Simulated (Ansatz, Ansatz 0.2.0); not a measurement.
# Lattice constants of Sr₃Ru₂O₇ from PBEsol, r2SCAN and LDA in the tetragonal cell without octahedral rotation

## Experimental context

The reference is neutron diffraction on a single crystal grown in an image furnace, at 4 K ("Temperature dependent bilayer ferromagnetism in Sr3Ru2O7", 2006, arXiv:cond-mat/0601134). It gives a = 3.87 ± 0.01 Å and c = 20.77 ± 0.05 Å for the tetragonal I4/mmm cell. This cell is an average: the real crystal is orthorhombic, with RuO₆ octahedra rotated about c, and the tetragonal description leaves the rotation out. A second value, c = 20.7194 Å, is a literature figure for bulk single crystals quoted in a study of films ("Magnetotransport Properties of Epitaxial Films and Hall Bar Devices of the Correlated Layered Ruthenate Sr$_3$Ru$_2$O$_7$", 2023, arXiv:2310.09255); no temperature is given with it. Since c grows on cooling in this compound, a shorter c would be natural if that figure belongs to room temperature.

| compared with | measured | source's wording or label | T (K) | method |
| --- | --- | --- | --- | --- |
| a (Å) | 3.87 ± 0.01 | 3.87 ± 0.01 A | 4 | neutron diffraction |
| c (Å) | 20.77 ± 0.05 | 20.77 ± 0.05 A | 4 | neutron diffraction * |
| c (Å) | 20.7194 | bulk c-axis lattice constant | – | diffraction, earlier reports |

Where a quantity has several values, deviations refer to the one marked *.

Conditions are those given with the value in the passage it was taken from; "not stated" means there, and the paper may say more elsewhere. The values are a selection: others may have been left out beforehand as unlike or outlying.

## Aim and plan

We want a and c of the I4/mmm cell, each within 0.5 % of the 4 K values. That is about 0.02 Å in a and 0.10 Å in c, twice the quoted uncertainties, and it is an accuracy that a good functional can reach for an oxide. Thermal expansion hardly enters at 4 K; zero-point motion, absent from the static cells, should add roughly 0.1 to 0.2 % in length.

The model carries a larger systematic error. The relaxation keeps I4/mmm, so the in-plane Ru–O–Ru bonds stay straight. At a fixed bond length, a rotation by several degrees shortens a by something like half a per cent to one per cent. We therefore expect the computed a to lean high, and c may respond by leaning low. The calculations are also without spin polarisation, which suits a paramagnetic metal but leaves out any local moments.

The starting cell from diffraction, a = 3.890 Å and c = 20.552 Å, is itself longer in a and about 1 % shorter in c than the reference, so it serves only as a starting point. We begin with PBEsol, set r2SCAN beside it, and then test the numerical settings. LDA is passed over as a candidate because it usually makes oxide cells too small by about 1 % in length.

Plain PBE isn't shown in this study.

System: Sr3Ru2O7 (strontium ruthenate), n=2 Ruddlesden-Popper, tetragonal description; I4/mmm (No. 139), 12 atoms in the primitive cell; the database structure is a diffraction structure: a = 3.890 Å, c = 20.552 Å; structure from the Crystallography Open Database.

On the selection of runs and values: Further runs on this system are not shown.

## 1. PBEsol with r2SCAN beside it

PBEsol was built for equilibrium lattices of solids and treats a metallic 4d oxide without special provisions, which makes it our first choice. r2SCAN usually gives good oxide bond lengths too, and shows how far the cell depends on the functional when the symmetry constraint is the same. Both relaxations use the same dense k mesh. We expect a to come out at or above the measured value in both.

**Run 1.** Ansatz 0.2.0: PBEsol, cell and atoms relaxed from the database structure, PAW set soft_2, cutoff 420 eV (default), 12x12x12 k mesh, Gaussian smearing 0.1 eV.

Key lines of the input:
```
crystal:
  # lattice and atoms
kpoints:
  mp_grid: { grid: [12, 12, 12] }
hamiltonian:
  xc: pbesol
scf:
  occupations: { method: gaussian, width: 0.1 }
output:
  forces: true
  stress: true
relax:
  adjacent_minimum: "off"
  f_tol: 0.005
  max_steps: 60
  cell: { stress_tol: 0.03 }
```

Command:
```
ansatz run input.yaml --threads 8 --pin off --max-ram 16384MiB --backend cpu --events-out ev --progress --plain --runs-dir out
```

Converged; 50 s on 8 cores of AMD EPYC 9R45 96, shared host.

**Run 2.** Ansatz 0.2.0: r2SCAN, cell and atoms relaxed from the database structure, PAW set soft_2, cutoff 500 eV (default), 12x12x12 k mesh, Gaussian smearing 0.1 eV.

Key lines of the input, as changed from run 1:
```diff
  hamiltonian:
-   xc: pbesol
+   xc: r2scan
```

Selected lines of the output:
```
relax step   1: F+E_penalty+E_count = -26434.80834417 eV  [...]  max|allowed force component| = 3.701e-1 eV/Å  [...]  P = +0.238 GPa  Ω = 155.521 Å³  (9 SCF iters, dr2 threshold 1.00e-7 eV [...]
relax step   8: F+E_penalty+E_count = -26434.85969561 eV  [...]  max|allowed force component| = 2.014e-3 eV/Å  [...]  P = +0.002 GPa  Ω = 155.476 Å³  [...]
```

Converged; 61 s on 8 cores of AMD EPYC 9B45 (Zen 5), shared host.

| quantity | run 1 | run 2 | measured |
| --- | --- | --- | --- |
| a (Å) | 3.841 | 3.863 | 3.87 ± 0.01 |
| c (Å) | 20.681 | 20.837 | 20.77 ± 0.05 |
| conventional cell volume (Å³) | 305.18 | 310.95 |  |

r2SCAN meets both targets: a is 0.007 Å below the 4 K value and within its uncertainty, while c is 0.067 Å above, or 0.3 %. PBEsol, our first choice, misses a by 0.029 Å, about 0.7 %, and keeps c only narrowly within the limit. We had expected a at or above experiment in both runs, and it is below in both. For PBEsol the missing octahedral rotation is no ready excuse: at a fixed bond length, letting the octahedra rotate would shorten a further and widen the miss.

The r2SCAN relaxation leaves the volume of the starting cell almost unchanged, but not its shape: a shrinks from 3.890 to 3.863 Å and c grows from 20.552 to 20.837 Å. A comparison of volumes alone would have hidden this. The same argument about rotation applies here, so the close agreement in a may owe something to the straight bonds imposed by I4/mmm.

## 2. Checking the k mesh and the potentials

The judgement now rests on r2SCAN, so we repeat that relaxation on a 6×6×6 mesh. This is a coarser mesh, and it can show only how sensitive the cell is to the sampling; we expect a change well below the 0.5 % limit.

The soft PAW set is the other setting that could matter. We test it in LDA, by relaxing once with the same PAW set and once with norm-conserving PseudoDojo potentials at their much higher cutoff. The difference measures potentials and basis together, for LDA only. The pair also shows whether LDA gives the small cell for which we passed it over.

**Run 3.** Ansatz 0.2.0: r2SCAN, cell and atoms relaxed from the database structure, PAW set soft_2, cutoff 500 eV (default), 6x6x6 k mesh, Gaussian smearing 0.1 eV.

Key lines of the input, as changed from run 2:
```diff
  kpoints:
-   mp_grid: { grid: [12, 12, 12] }
+   mp_grid: { grid: [6, 6, 6] }
```

Selected lines of the output:
```
Basis set: ecut = 500 eV, 3881 PW (Γ), FFT grids on a1+a3, a2+a3, a3 [...]
k-points: 30 of 216
relax step   8: F+E_penalty+E_count = -26434.84994838 eV  [...]  max|allowed force component| = 2.418e-4 eV/Å  [...]  P = -0.000 GPa  Ω = 155.462 Å³  [...]
```

Converged; 13 s on the same hardware.

**Run 4.** Ansatz 0.2.0: LDA, cell and atoms relaxed from the database structure, PAW set soft_2, cutoff 420 eV (default), 12x12x12 k mesh, Gaussian smearing 0.1 eV.

Key lines of the input, as changed from run 1:
```diff
  hamiltonian:
-   xc: pbesol
+   xc: lda
```

Selected lines of the output:
```
relax step  11: F+E_penalty+E_count = -25744.05711209 eV  [...]  max|allowed force component| = 5.025e-4 eV/Å  [...]  P = -0.000 GPa  Ω = 148.129 Å³  [...]
```

Converged; 43 s on 8 cores of AMD EPYC 9R45 96, shared host.

**Run 5.** Ansatz 0.2.0: LDA, PseudoDojo norm-conserving pseudopotentials, cell and atoms relaxed from the database structure, cutoff 1197 eV (default), 12x12x12 k mesh, Gaussian smearing 0.1 eV.

Key lines of the input, as changed from run 4:
```diff
  hamiltonian:
+   pseudopotentials: { kind: nc, accuracy: standard }
```

Selected lines of the output:
```
Basis set: ecut = 1197.300995 eV, 13969 PW (Γ), FFT grids on a1+a3, a2+a3, a3 [...]
relax step   8: F+E_penalty+E_count = -11456.04568365 eV  [...]  max|allowed force component| = 1.142e-3 eV/Å  [...]  P = -0.006 GPa  Ω = 148.085 Å³  [...]
```

Converged; 7.2 min on 8 cores of Arm Neoverse V2, shared host.

| quantity | run 3 | run 4 | run 5 | measured |
| --- | --- | --- | --- | --- |
| a (Å) | 3.871 | 3.807 | 3.807 | 3.87 ± 0.01 |
| c (Å) | 20.753 | 20.444 | 20.433 | 20.77 ± 0.05 |
| conventional cell volume (Å³) | 310.92 | 296.26 | 296.17 |  |

The coarser mesh changes the r2SCAN cell more than we expected. Going from 12×12×12 to 6×6×6 shortens c by 0.084 Å, about 0.4 %, and lengthens a by 0.008 Å, while the volume stays the same to about 0.01 %. The sampling thus acts on the shape of the cell and hardly on its size. Both r2SCAN cells lie within the targets, and the coarse one is closer to experiment in both lengths, but that is no reason to prefer it: the denser mesh remains the better calculation. How much c would still move on a mesh denser than 12×12×12 is left open by this comparison.

In LDA the two sets of potentials agree to the printed digits in a and to 0.011 Å in c, far less than the deviations from experiment. The soft PAW set is therefore not what makes the LDA cell small. Both lengths come out about 1.6 % short, a larger error than the 1 % for which we had passed LDA over. This supports the PAW set for LDA; for r2SCAN it is only an indication.

## Overview

| run | settings | a (Å) | deviation | c (Å) | deviation | cost |
| --- | --- | --- | --- | --- | --- | --- |
| 1 | PBEsol, PAW set soft_2, cutoff 420 eV (default), 12x12x12 k mesh | 3.841 | −0.029 (−0.7 %) | 20.681 | −0.089 (−0.4 %) | 6.6 core-min |
| 2 | r2SCAN, cutoff 500 eV | 3.863 | −0.007 (−0.2 %) | 20.837 | +0.067 (+0.3 %) | 8.1 core-min |
| 3 | r2SCAN, cutoff 500 eV, 6x6x6 mesh | 3.871 | +0.001 (+0.0 %) | 20.753 | −0.017 (−0.1 %) | 1.8 core-min |
| 4 | LDA, PAW set soft_2, cutoff 420 eV (default), 12x12x12 k mesh | 3.807 | −0.063 (−1.6 %) | 20.444 | −0.326 (−1.6 %) | 5.7 core-min |
| 5 | LDA, PseudoDojo, cutoff 1197 eV | 3.807 | −0.063 (−1.6 %) | 20.433 | −0.337 (−1.6 %) | 58 core-min |
|  | measured | 3.87 ± 0.01 |  | 20.77 ± 0.05 |  |  |

Further runs on the same system, made beside this series (convergence steps with loose settings among them):

| further | settings | a (Å) | deviation | c (Å) | deviation | cost |
| --- | --- | --- | --- | --- | --- | --- |
| F1 | r2SCAN+rVV10, cutoff 500 eV | 3.852 | −0.018 (−0.5 %) | 20.759 | −0.011 (−0.1 %) | 8.5 core-min |
| F2 | PBEsol+D3(BJ), PAW set soft_2, cutoff 420 eV (default), 12x12x12 k mesh | 3.820 | −0.050 (−1.3 %) | 20.520 | −0.250 (−1.2 %) | 17 core-min |
| F3 | BLYP+D3(BJ), PAW set soft_2, cutoff 420 eV (default), 12x12x12 k mesh | 3.885 | +0.015 (+0.4 %) | 20.916 | +0.146 (+0.7 %) | 15 core-min |
| F4 | BLYP, PAW set soft_2, cutoff 420 eV (default), 12x12x12 k mesh | 3.936 | +0.066 (+1.7 %) | 21.288 | +0.518 (+2.5 %) | 19 core-min |
| F5 | LDA, cutoff 590 eV | 3.807 | −0.063 (−1.6 %) | 20.445 | −0.325 (−1.6 %) | 19 core-min |
| F6 | LDA, 16x16x16 mesh | 3.808 | −0.062 (−1.6 %) | 20.437 | −0.333 (−1.6 %) | 32 core-min |
| F7 | LDA, 6x6x6 mesh | 3.814 | −0.056 (−1.5 %) | 20.368 | −0.402 (−1.9 %) | 78 core-s |
|  | measured | 3.87 ± 0.01 |  | 20.77 ± 0.05 |  |  |

## Assessment

PBEsol, our first choice, misses the target: a is 0.7 % too short, while c is within the limit at −0.4 %. r2SCAN, set beside it for comparison, meets both limits at −0.2 % in a and +0.3 % in c, for 8.1 core-minutes.

The r2SCAN pass in c is not secure. If zero-point motion lengthened c by the rough 0.1 to 0.2 % assumed in the plan, c would come close to the limit; its sign along c is not certain, though, in a crystal whose c grows on cooling. We had also guessed that c might lean low without the rotation, yet the r2SCAN value on the denser mesh lies above the measured one; how the rotation acts on c is not shown in this report. Against the literature value of 20.7194 Å, c would be about 0.6 % too long, though that value has no temperature given and may belong to warmer crystals, where c is shorter.

Nor does the agreement in a show that the structure is right. The real octahedra are rotated, while our cell keeps the in-plane bonds straight. At a fixed bond length, the rotation would shorten a by roughly 0.5 to 1 %, enough to turn the r2SCAN pass into a miss and to worsen that of PBEsol. The bonds may lengthen as the octahedra rotate, however, and offset part of this. The agreement in a may thus rest on a cancellation between bonds that are too short and a missing rotation. The effect of local moments, absent without spin polarisation, is not shown in this report.

The mesh test mattered most. The 6×6×6 mesh shortens c by 0.084 Å in r2SCAN, and its closer match to experiment is chance. LDA shows a similar shift, but from 12×12×12 to 16×16×16 its c changes by only 0.007 Å. This suggests that the denser r2SCAN mesh is adequate, without proving it. Cutoff and potentials hardly matter in LDA, which is 1.6 % short in both lengths.

Adding rVV10 to r2SCAN improves c but leaves a only narrowly inside the limit, too thin a margin for ranking the two. The natural next step is an r2SCAN relaxation of the orthorhombic cell with rotated octahedra.

[Logs are printed without paths, hosts, clocks, repeated set-up lines and the standing remarks that a program may print on its own settings, such as how far it seeks lower states.]

[The runs shown are a pick from a larger set of finished runs; failed, doubtful and other runs were left out of it ahead of writing. So were measured values far from every level or from commonly accepted values, and agreement can look better than it is. Lines of input and output are excerpts and may be shortened.]
